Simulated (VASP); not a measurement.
# VSi23 (a cell with a defect) in VASP: further runs

Aim: see how the results for VSi23 (a cell with a defect) move with the level of theory and the settings. Levels: HSE06, PBEsol. Tasks: single point.

Program: VASP 6.6.1. These are calculated values, not measurements. Logs are shortened: lines on timing, memory, paths and dates and some standing lists are left out, and cuts for length are marked.

**1. The crystal as given**

The cell holds a defect, 24 atoms: a = 11.534 Å, b = 7.689 Å, c = 7.689 Å, α = 60.00°, β = 60.00°, γ = 60.00°.

**2. Single point, HSE06, collinear spin, zero start**

The input, POSCAR:

```
VSi23                                   
1.0
    0.0000000000      8.1555000000      8.1555000000
    5.4370000000      0.0000000000      5.4370000000
    5.4370000000      5.4370000000      0.0000000000
  V               Si            
     1    23
Direct
     0.9955521107615730    0.0036802084180523    0.0013244791230674
     0.0009854556232728    0.9992324513417979    0.5013414373771919
     0.0017355439060701    0.4996635759968958    0.9988693006738586
     0.0008712247689652    0.5016206744482516    0.4975402358686706
     0.3320096434321759    0.0014607266197066    0.0020714909458238
     0.3358575677290291    0.0011747991273727    0.4960540539719616
     0.3365788943605314    0.4960331821917343    0.9993596452571860
     0.3333611872276344    0.5009498704843488    0.4995277791774784
     0.6708603288718700    0.9977941572049714    0.9980959334873500
     0.6640898389541472    0.0011220715268192    0.5052745489444963
     0.6650353222002725    0.5032343062951256    0.0008337998591450
     0.6675764486451453    0.5009777424501511    0.4995913283932807
     0.0842435230795338    0.1246148777439793    0.1264467386452025
     0.0868607024568235    0.1253354661024502    0.6214990545140041
     0.0876402146867184    0.6239001310390480    0.1211766706664940
     0.0835786072537619    0.6251055570447239    0.6246922864829285
     0.4223604988701177    0.1209896343924167    0.1210044437596690
     0.4144884324180989    0.1259798576198420    0.6284168302780816
     0.4153730340439398    0.6278644377910422    0.1245095228163916
     0.4172857951021473    0.6257427140885222    0.6242286583887373
     0.7419324230799128    0.1296424306322325    0.1317382220568001
     0.7516959079800906    0.1259339819233521    0.6242098008872025
     0.7523056250014776    0.6237471769526719    0.1245281794741645
     0.7504396695466837    0.6259179685645008    0.6254965589507976
```

The input, INCAR.step1:

```
SYSTEM = VSi23
PREC = Accurate
ENCUT = 350
EDIFF = 1E-5
ISMEAR = 0
SIGMA = 0.03
LREAL = Auto
LASPH = .True.
NELM = 70
ALGO = Normal
ISIF = 2
LWAVE = .True.
LCHARG = .False.
ISPIN = 2
MAGMOM = 0 0 0 0 0 0 0 0 0 0 0 0 0 0 0 0 0 0 0 0 0 0 0 0
LORBIT = 11
NUPDOWN = 0
LMAXMIX = 4
NBANDS = 74
NELECT = 106.0
ISYM = -1
TIME = 0.4
NKRED = 2
GGA = PE
KPAR = 2
```

The input, INCAR.step2:

```
SYSTEM = VSi23
PREC = Accurate
ENCUT = 350
EDIFF = 1E-4
ISMEAR = 0
SIGMA = 0.03
LREAL = Auto
LASPH = .True.
NELM = 70
ALGO = Damped
ISIF = 2
LWAVE = .False.
LCHARG = .False.
ISPIN = 2
MAGMOM = 0 0 0 0 0 0 0 0 0 0 0 0 0 0 0 0 0 0 0 0 0 0 0 0
LORBIT = 11
NUPDOWN = 0
LMAXMIX = 4
GGA = PE
LHFCALC = .True.
HFSCREEN = 0.2
PRECFOCK = Fast
NBANDS = 74
NELECT = 106.0
ISYM = -1
TIME = 0.4
NKRED = 2
ISTART = 1
KPAR = 2
```

The input, KPOINTS:

```
Automatic mesh
0
Gamma
  2 2 2
  0 0 0
```

Potentials or basis: VASP PAW PBE potentials, release 64 (V_sv, Si).

Launch:

```console
> cat potpaw_PBE.64/V_sv/POTCAR potpaw_PBE.64/Si/POTCAR > POTCAR
> cp INCAR.step1 INCAR
> mpirun -np 4 vasp_std > vasp.out
> cp INCAR.step2 INCAR
> mpirun -np 4 vasp_std > vasp.out
```

OUTCAR:

```text
SYSTEM = VSi23
   PREC = Accurate
   ENCUT = 350
   EDIFF = 1E-4
   ISMEAR = 0
   LREAL = Auto
   LASPH = .True.
   NELM = 70
   ISIF = 2
   ISPIN = 2
   LORBIT = 11
   NUPDOWN = 0
   GGA = PE
   LHFCALC = .True.
   HFSCREEN = 0.2
   PRECFOCK = Fast
   NELECT = 106.0
   ISYM = -1
   NKRED = 2
   ISTART = 1

 ion  position               nearest neighbor table
   1  0.996  0.004  0.001-  13 2.38  15 2.39  14 2.39  21 2.39
   2  0.001  0.999  0.501-  22 2.35  16 2.35  13 2.35  14 2.35
   3  0.002  0.500  0.999-  23 2.35  16 2.35  13 2.35  15 2.36
   4  0.001  0.502  0.498-  16 2.35  24 2.36  14 2.36  15 2.36
   5  0.332  0.001  0.002-  13 2.33  19 2.35  18 2.35  17 2.35
   6  0.336  0.001  0.496-  14 2.34  17 2.35  18 2.36  20 2.36
[... 16 lines left out ...]
  23  0.752  0.624  0.125-   9 2.35   3 2.35  12 2.35  11 2.36
  24  0.750  0.626  0.625-  12 2.36  10 2.36  11 2.36   4 2.36

IMPORTANT INFORMATION: All symmetrisations will be switched off!
NOSYMM: (Re-)initialisation of all symmetry stuff for point group C_1.

----------------------------------------------------------------------------------------

                                     Primitive cell

  volume of cell :     482.1690

  direct lattice vectors                    reciprocal lattice vectors
     0.000000000  8.155500000  8.155500000    -0.061308320  0.061308320  0.061308320
     5.437000000  0.000000000  5.437000000     0.091962479 -0.091962479  0.091962479
     5.437000000  5.437000000  0.000000000     0.091962479  0.091962479 -0.091962479

  length of vectors
    11.533618708  7.689079139  7.689079139     0.106189124  0.159283687  0.159283687

  position of ions in fractional coordinates (direct lattice)
     0.995552111  0.003680208  0.001324479
     0.000985456  0.999232451  0.501341437
     0.001735544  0.499663576  0.998869301
     0.000871225  0.501620674  0.497540236
     0.332009643  0.001460727  0.002071491
     0.335857568  0.001174799  0.496054054
[... 16 lines left out ...]
     0.752305625  0.623747177  0.124528179
     0.750439670  0.625917969  0.625496559

  ion indices of the primitive-cell ions
   primitive index   ion index
                 1           1
                 2           2
                 3           3
                 4           4
                 5           5
                 6           6
[... 16 lines left out ...]
                23          23
                24          24

----------------------------------------------------------------------------------------

 KPOINTS: Automatic mesh

Automatic generation of k-mesh.
 Grid dimensions read from file:
 generate k-points for:    2    2    2

 Generating k-lattice:

  Cartesian coordinates                     Fractional coordinates (reciprocal lattice)
    -0.030654160  0.030654160  0.030654160     0.500000000  0.000000000  0.000000000
     0.045981240 -0.045981240  0.045981240     0.000000000  0.500000000  0.000000000
     0.045981240  0.045981240 -0.045981240     0.000000000  0.000000000  0.500000000

  Length of vectors
     0.053094562  0.079641843  0.079641843

  Shift w.r.t. Gamma in fractional coordinates (k-lattice)
     0.000000000  0.000000000  0.000000000

 Subroutine IBZKPT returns following result:
 ===========================================

 Found      8 irreducible k-points:

 Following reciprocal coordinates:
            Coordinates               Weight
  0.000000  0.000000  0.000000      1.000000
  0.500000  0.000000  0.000000      1.000000
  0.000000  0.500000  0.000000      1.000000
  0.500000  0.500000  0.000000      1.000000
  0.000000  0.000000  0.500000      1.000000
  0.500000  0.000000  0.500000      1.000000
  0.000000  0.500000  0.500000      1.000000
  0.500000  0.500000  0.500000      1.000000
   k-points           NKPTS =      8   k-points in BZ     NKDIM =      8   number of bands    NBANDS=     74
   number of dos      NEDOS =    301   number of ions     NIONS =     24
   total plane-waves  NPLWV = 161280
   dimension x,y,z NGX =    70 NGY =   48 NGZ =   48
   dimension x,y,z NGXF=   140 NGYF=   96 NGZF=   96
   ions per type =               1  23
   NGX,Y,Z   is equivalent  to a cutoff of  10.09, 10.38, 10.38 a.u.
   NGXF,Y,Z  is equivalent  to a cutoff of  20.18, 20.76, 20.76 a.u.
 SYSTEM =  VSi23
   PREC   = accura    normal or accurate (medium, high low for compatibility)
   ISTART =      1    job   : 0-new  1-cont  2-samecut
   ICHARG =      0    charge: 1-file 2-atom 10-const
   ISPIN  =      2    spin polarized calculation?
   LNONCOLLINEAR =      F non collinear calculations
   LSORBIT =      F    spin-orbit coupling
   LASPH  =      T    aspherical Exc in radial PAW
   ENCUT  =  350.0 eV  25.72 Ry    5.07 a.u.  17.59 11.73 11.73*2*pi/ulx,y,z
   NELM   =     70;   NELMIN=  2; NELMDL=  0     # of ELM steps
   EDIFF  = 0.1E-03   stopping-criterion for ELM
   LREAL  =      T    real-space projection
   EDIFFG = 0.1E-02   stopping-criterion for IOM
   NSW    =      0    number of steps for IOM
   IBRION =     -1    ionic relax: 0-MD 1-quasi-New 2-CG
   NFREE  =      0    steps in history (QN), initial steepest desc. (CG)
   ISIF   =      2    stress and relaxation
   ISYM   =     -1    0-nonsym 1-usesym 2-fastsym
   POTIM  = 0.5000    time-step for ionic-motion
   TEBEG  =    0.0;   TEEND  =   0.0 temperature during run
   PSTRESS=    0.0 pullay stress
   NELECT =     106.0000    total number of electrons
   NUPDOWN=       0.0000    fix difference up-down
   EMIN   =  10.00;   EMAX   =-10.00  energy-range for DOS
   EFERMI =   0.00;   METHOD = LEGACY
   ISMEAR =     0;   SIGMA  =   0.03  broadening in eV -4-tet -1-fermi 0-gaus
   EFERMI_NEDOS =   21; number of points for ismear=-14 and -15
   IALGO  =     53    algorithm
   IMIX   =      4    mixing-type and parameters
     AMIX     =   0.40;   BMIX     =  1.00
     AMIX_MAG =   1.60;   BMIX_MAG =  1.00
  volume/ion in A,a.u.               =      20.09       135.58
  Fermi-wavevector in a.u.,A,eV,Ry     =   0.988046  1.867136 13.282474  0.976234
  Thomas-Fermi vector in A             =   2.119544
   LORBIT       =     11    0 simple, 1 ext, 2 COOP (PROOUT), +10 PAW based schemes
   GGA     = PE    functional components
   LHFCALC =     T    Hartree Fock is set to
   PRECFOCK=fast      Normal, Fast or Accurate (Low or Medium for compatibility)
   ENCUT4O =  -1.0   cutoff for four orbital integrals eV
   NKREDX  =     2    reduce k-point grid by
   NKREDY  =     2    reduce k-point grid by
   NKREDZ  =     2    reduce k-point grid by
   AEXX    =    0.2500 exact exchange contribution
   HFSCREEN=    0.2000 screening length (either q_TF or 0.3 A-1)
   HFSCREENC=   0.2000 screening length for correlation (either q_TF or 0.3 A-1)
   ENCUTFOCK=  -1.0 apply spherical cutoff to Coloumb kernel
   IVDW    =     0    specifies the selected vdW correction
   LEPSILON=     F    determine dielectric tensor
   LRPA    =     F    only Hartree local field effects (RPA)
 spin polarized calculation
 Gauss-broadening in eV      SIGMA  =   0.03
  energy-cutoff  :      350.00
  volume of cell :      482.17
 maximum number of plane-waves:      7219
  NGX = 40; NGY = 28; NGZ = 28
   NGX = 35   NGY = 23   NGZ = 23

 number of electron     106.0000003 magnetization       0.0000000

 Free energy of the ion-electron system (eV)
  ---------------------------------------------------
  ext. energy  EPLUGINS =         0.00000000
  ---------------------------------------------------
  free energy    TOTEN  =      -148.17981242 eV

  energy without entropy =     -148.17981242  energy(sigma->0) =     -148.17981242

 E-fermi :   5.8864     XC(G=0):  -7.8993

 val. band max:        5.5299842984   @ k =   0.5000   0.0000   0.0000
 cond. band min:       6.7905849623   @ k =   0.5000   0.0000   0.0000
 fundamental gap:      1.2606006638
 Fermi energy:         5.8864033400

 spin component 1

 k-point     1 :       0.0000    0.0000    0.0000
  band No.  band energies     occupation
      1     -62.7193      1.00000
      2     -35.4049      1.00000
      3     -35.0200      1.00000
      4     -34.9875      1.00000
      5      -7.8179      1.00000
      6      -6.3919      1.00000
[... 57 lines left out ...]
     64       8.0874      0.00000
     65       8.2081      0.00000

 k-point     2 :       0.5000    0.0000    0.0000
  band No.  band energies     occupation
      1     -62.6375      1.00000
      2     -35.2589      1.00000
      3     -34.9471      1.00000
      4     -34.8201      1.00000
      5      -7.5746      1.00000
      6      -7.2510      1.00000
[... 465 lines left out ...]
     64       8.8214      0.00000
     65       9.0440      0.00000
 Fermi energy:         5.8864033400

 spin component 2

 k-point     1 :       0.0000    0.0000    0.0000
  band No.  band energies     occupation
      1     -62.7316      1.00000
      2     -35.3170      1.00000
      3     -35.1892      1.00000
      4     -34.9603      1.00000
      5      -7.8166      1.00000
      6      -6.3908      1.00000
[... 57 lines left out ...]
     64       8.0917      0.00000
     65       8.2116      0.00000

 k-point     2 :       0.5000    0.0000    0.0000
  band No.  band energies     occupation
      1     -62.6364      1.00000
      2     -35.1603      1.00000
      3     -35.1036      1.00000
      4     -34.7530      1.00000
      5      -7.5755      1.00000
      6      -7.2512      1.00000
[... 465 lines left out ...]
     64       8.7767      0.00000
     65       9.0039      0.00000
 [bands above 65 left out]

------------------------ aborting loop because EDIFF is reached ----------------------------------------

  FORCE on cell =-STRESS in cart. coord.  units (eV):
  Direction    XX          YY          ZZ          XY          YZ          ZX
  --------------------------------------------------------------------------------------
  -------------------------------------------------------------------------------------
  Total       11.0808037     10.5676908     10.5782902     -0.3608002      0.1922015     -0.4573473
  in kB       36.8198986     35.1148994     35.1501195     -1.1988867      0.6386577     -1.5196986
  external PRESSURE =      35.6949725 kB  Pullay stress =       0.0000000 kB

 VOLUME and BASIS-vectors are now :
 -----------------------------------------------------------------------------
  energy-cutoff  :      350.00
  volume of cell :      482.17
      direct lattice vectors                 reciprocal lattice vectors
     0.000000000  8.155500000  8.155500000    -0.061308320  0.061308320  0.061308320
     5.437000000  0.000000000  5.437000000     0.091962479 -0.091962479  0.091962479
     5.437000000  5.437000000  0.000000000     0.091962479  0.091962479 -0.091962479

 POSITION                                       TOTAL-FORCE (eV/Angst)
 -----------------------------------------------------------------------------------
      0.02721      8.12643      8.13923         0.001060      0.008528      0.004386
      8.15862      2.73383      5.44086        -0.065650      0.011941      0.226960
      8.14752      5.44501      2.73083        -0.050334      0.214440      0.008975
      5.43244      2.71223      2.73442        -0.189721      0.061975      0.035744
      0.01920      2.71897      2.71565         0.102522      0.003650      0.013058
      2.70343      5.43613      2.74547        -0.044524     -0.057963      0.035082
[... 16 lines left out ...]
      4.06837      6.81249      9.52674         0.016695     -0.039341      0.040842
      6.80394      9.52104      9.52333         0.020225      0.008511      0.007409
 -----------------------------------------------------------------------------------
    total drift:                               -0.000318      0.001527      0.004580

  FREE ENERGIE OF THE ION-ELECTRON SYSTEM (eV)
  ---------------------------------------------------
  free  energy   TOTEN  =      -148.1798124249 eV

  energy  without entropy=     -148.1798124249  energy(sigma->0) =     -148.17981242

 total charge

# of ion       s       p       d       tot
------------------------------------------
    1        2.318   6.175   3.095  11.588
    2        0.770   0.956   0.000   1.726
    3        0.771   0.955   0.000   1.726
    4        0.770   0.949   0.000   1.720
    5        0.765   0.974   0.000   1.739
    6        0.763   0.966   0.000   1.729
[... 16 lines left out ...]
   23        0.761   0.972   0.000   1.732
   24        0.760   0.968   0.000   1.728
--------------------------------------------------
tot         19.954  28.501   3.095  51.550

 magnetization (x)

# of ion       s       p       d       tot
------------------------------------------
    1       -0.000   0.000  -0.003  -0.003
    2        0.001   0.003   0.000   0.004
    3       -0.001  -0.002   0.000  -0.002
    4       -0.001  -0.001   0.000  -0.002
    5       -0.000  -0.001   0.000  -0.001
    6        0.000  -0.001   0.000  -0.000
[... 16 lines left out ...]
   23       -0.000   0.000   0.000   0.000
   24        0.000  -0.000   0.000  -0.000
--------------------------------------------------
tot          0.000  -0.000  -0.003  -0.003
```

Run time: 13 min. Hardware: 4 MPI ranks of Intel Xeon Platinum 8559C (Emerald Rapids), shared host; peak memory 0.73 GiB.

What came out:

```
Free energy                                           : -148.1798 eV
Largest force                                         : 0.267 eV/Å
Net moment                                            : 0.00 μB per cell
Valence electrons inside the program's atomic spheres : V 11.59; Si 1.73, 1.72, 1.74, 1.77, 1.76, 1.78
```

Forces in eV/Å, atoms in the order of the input:
```
V    0.001  0.009  0.004
Si  -0.066  0.012  0.227
Si  -0.050  0.214  0.009
Si  -0.190  0.062  0.036
Si   0.103  0.004  0.013
Si  -0.045 -0.058  0.035
Si  -0.024  0.045 -0.067
Si   0.004  0.005 -0.006
Si   0.158 -0.048 -0.057
Si  -0.029 -0.132  0.024
Si  -0.011  0.010 -0.121
Si  -0.018  0.002 -0.001
Si   0.130  0.081  0.059
Si  -0.080 -0.120  0.075
Si  -0.063  0.052 -0.117
Si   0.048 -0.053 -0.047
Si  -0.046 -0.007  0.004
Si  -0.026  0.074 -0.013
Si  -0.016 -0.014  0.069
Si   0.008  0.010  0.014
Si   0.170 -0.153 -0.138
Si   0.005  0.036 -0.052
Si   0.017 -0.039  0.041
Si   0.020  0.009  0.007
```

Caveat: the k mesh is coarse (spacing up to 0.50 Å⁻¹), so the values aren't converged, least of all with exact exchange; the cell is charged against a uniform background, so pressure and absolute levels hang on convention; the PAW data sets were made with another functional, which shifts forces and pressure a little; the total moment is fixed, so each spin has its own Fermi level.

(Continued in part 2 of 2.)
